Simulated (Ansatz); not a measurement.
# Fitting the BPBE energy curve of ZnSe

```
Se Zn
1.0
     0.00000    2.83380    2.83380
     2.83380    0.00000    2.83380
     2.83380    2.83380    0.00000
Se Zn
1 1
Cartesian
  4.2507 4.2507 4.2507
  0.0000 0.0000 0.0000
```

The cell was scaled at fixed shape and fractions and run with Ansatz, Ansatz PAW, cutoff 420 eV; BPBE, k mesh 8 × 8 × 8 on the cell of 2 atoms, fermi-dirac occupations of 0.05 eV, no spin polarisation, no spin-orbit coupling. The potentials were made for PBE. Energies are those that the program minimises, any entropy of the smearing included.

```csv
V (Å³/atom),energy over the lowest row (meV/atom)
21.3912,39.97
21.8463,?
22.3015,11.90
22.7566,4.32
23.2117,0.49
23.6669,0.00
24.1220,2.52
```

Problem. Fit the third-order Birch-Murnaghan form, give V0, B0 and B′, and predict the energy left open.

Solution. With y = (V0/V)^(2/3), E = E0 + (9 V0 B0/16) [(y - 1)³ B′ + (y - 1)² (6 - 4y)]. Least squares through the rows shown give V0 = 23.5080 Å³/atom, E0 = -0.19 meV, B0 = 56.78 GPa (1 eV/Å³ = 160.218 GPa) and B′ = 4.51, with a largest miss of 0.01 meV. At V = 21.8463 the form with these constants gives 23.62 meV; the run gave 23.62 meV an atom. Measured volume: 22.77 Å³/atom at 300 K (a printed reference work), so the fit lies +3.2 % from it. The runs are for a static lattice.
